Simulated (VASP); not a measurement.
RuS2 (Laurite):

```
Ru S
1.0
     5.61060    0.00000    0.00000
     0.00000    5.61060    0.00000
     0.00000    0.00000    5.61060
Ru S
4 8
Direct
  0.00000 0.50000 0.50000
  0.50000 0.50000 0.00000
  0.50000 0.00000 0.50000
  0.00000 0.00000 0.00000
  0.38831 0.11169 0.88831
  0.11169 0.88831 0.38831
  0.88831 0.38831 0.11169
  0.61169 0.61169 0.61169
  0.61169 0.88831 0.11169
  0.88831 0.11169 0.61169
  0.11169 0.61169 0.88831
  0.38831 0.38831 0.38831
```

* Program: VASP 6.6.1
* Task: relaxation of cell and atoms
* Functional: PBE
* Potentials or basis: VASP PAW PBE potentials, release 64 (Ru_pv, S)
* Cutoff: 600 eV
* k mesh: 4 × 4 × 4
* Occupations: gaussian, width 0.02 eV
* Spin: no spin polarisation

At the start: pressure 3.4 GPa; volume 14.72 Å³/atom.

Question: How do energy, volume and symmetry change on relaxing?

Answer: Over 5 steps the energy falls by 3.8 meV/atom and the volume is 15.00 Å³/atom (+1.9 %); space group Pa-3 (No. 205, to 0.05 Å).

The path:
| step | energy change (eV) | largest force (eV/Å) | pressure (GPa) | volume (Å³) |
| --- | --- | --- | --- | --- |
| 1 | 0.0000 | 0.2070 | 3.43 | 176.62 |
| 2 | 0.0206 | 0.0486 | -4.27 | 184.80 |
| 3 | -0.0414 | 0.1290 | -0.20 | 180.22 |
| 4 | -0.0455 | 0.0401 | -0.06 | 180.06 |
| 5 | -0.0460 | 0.0049 | 0.01 | 179.99 |

Final structure:
```yaml
crystal:
  lattice:
    - [5.64612, 0.00000, 0.00000]
    - [0.00000, 5.64612, 0.00000]
    - [0.00000, 0.00000, 5.64612]
  atoms:
    - { symbol: Ru, position: [0.00000, 0.50000, 0.50000] }
    - { symbol: Ru, position: [0.50000, 0.50000, 0.00000] }
    - { symbol: Ru, position: [0.50000, 0.00000, 0.50000] }
    - { symbol: Ru, position: [0.00000, 0.00000, 0.00000] }
    - { symbol: S, position: [0.38699, 0.11301, 0.88699] }
    - { symbol: S, position: [0.11301, 0.88699, 0.38699] }
    - { symbol: S, position: [0.88699, 0.38699, 0.11301] }
    - { symbol: S, position: [0.61301, 0.61301, 0.61301] }
    - { symbol: S, position: [0.61301, 0.88699, 0.11301] }
    - { symbol: S, position: [0.88699, 0.11301, 0.61301] }
    - { symbol: S, position: [0.11301, 0.61301, 0.88699] }
    - { symbol: S, position: [0.38699, 0.38699, 0.38699] }
```
